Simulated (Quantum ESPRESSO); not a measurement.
**Zn under changes of volume**

One of the cells (15.330 Å³/atom); the others are scaled copies at fixed shape and fractional positions:

```xyz
2
Lattice="2.6700 0.0000 0.0000 -1.3350 2.3123 0.0000 0.0000 0.0000 4.9660" Properties=species:S:1:pos:R:3 pbc="T T T"
Zn    1.3350    0.7708    3.7245
Zn    0.0000    1.5415    1.2415
```

| Quantity | Value |
| --- | --- |
| Program | Quantum ESPRESSO 7.5 |
| Functional | r2SCAN |
| Potentials or basis | SG15 PBE 1.2 |
| Cutoff | 952 eV |
| Density cutoff | 3810 eV |
| k mesh | 7 × 7 × 4 |
| Occupations | fermi-dirac, width 0.05 eV |
| Spin | no spin polarisation |

```tsv
volume (Å³/atom)	energy over the lowest point (meV/atom)	pressure (GPa)
14.410	0.00	0.7
14.716	0.21	-1.2
15.023	3.80	-2.8
15.330	10.34	-4.3
15.636	19.48	-5.5
15.943	30.87	-6.6
16.249	?	?
```

Question: What does the run at 16.249 Å³/atom give?

Answer: Energy over the lowest point 44.27 meV/atom; pressure -7.6 GPa.

Worked out: A Birch-Murnaghan fit of order 3 (a polynomial in V^(-2/3)) to the other rows has its minimum at 14.54 Å³/atom with B0 = V·E''(V) = 90 GPa and B' = 5.3 at fixed shape and positions, which overstates the stiffness. It gives 44.21 meV/atom at 16.249 Å³/atom, against the run's 44.27, and -dE/dV = -7.4 GPa, against -7.6.

Energies are extrapolated to zero smearing.

Caveats: all runs use coarse meshes; the potentials were made for another functional, which shifts forces and pressure.
